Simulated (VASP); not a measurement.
A run of VASP 6.6.1:

File INCAR:

```
SYSTEM = BaS
PREC = Accurate ; ENCUT = 600
EDIFF = 1E-7 ; ISMEAR = 0
SIGMA = 0.02 ; LREAL = .False.
LASPH = .True. ; NELM = 120
ALGO = Normal ; ISIF = 3
LWAVE = .False. ; LCHARG = .False.
GGA = PE ; IVDW = 12
IBRION = 2 ; NSW = 40
EDIFFG = -0.005
```

KPOINTS

```
Automatic mesh
0
Gamma
  8 8 8
  0 0 0
```

Contents of POSCAR:

```
BaS
1.0
    0.0000000000      3.1850000000      3.1850000000
    3.1850000000      0.0000000000      3.1850000000
    3.1850000000      3.1850000000      0.0000000000
Ba S
1 1
Direct
    0.0000000000      0.0000000000      0.0000000000
    0.5000000000      0.5000000000      0.5000000000
```

Potentials or basis: VASP PAW PBE potentials, release 64 (Ba_sv, S).

The run is started by

```bash
$ cat potpaw_PBE.64/Ba_sv/POTCAR potpaw_PBE.64/S/POTCAR > POTCAR
$ mpirun -np 1 vasp_std > vasp.out
```

Hardware: 1 thread of Intel(R) Xeon(R) Platinum 8488C (Sapphire Rapids), with other jobs on the host.

Q: Estimate the wall time of this run.

A: It took 28 s on 1 thread of Intel(R) Xeon(R) Platinum 8488C (Sapphire Rapids) (shared host), peak memory 0.23 GiB. Counts: scf iterations 27, k points 29, ion steps 3.
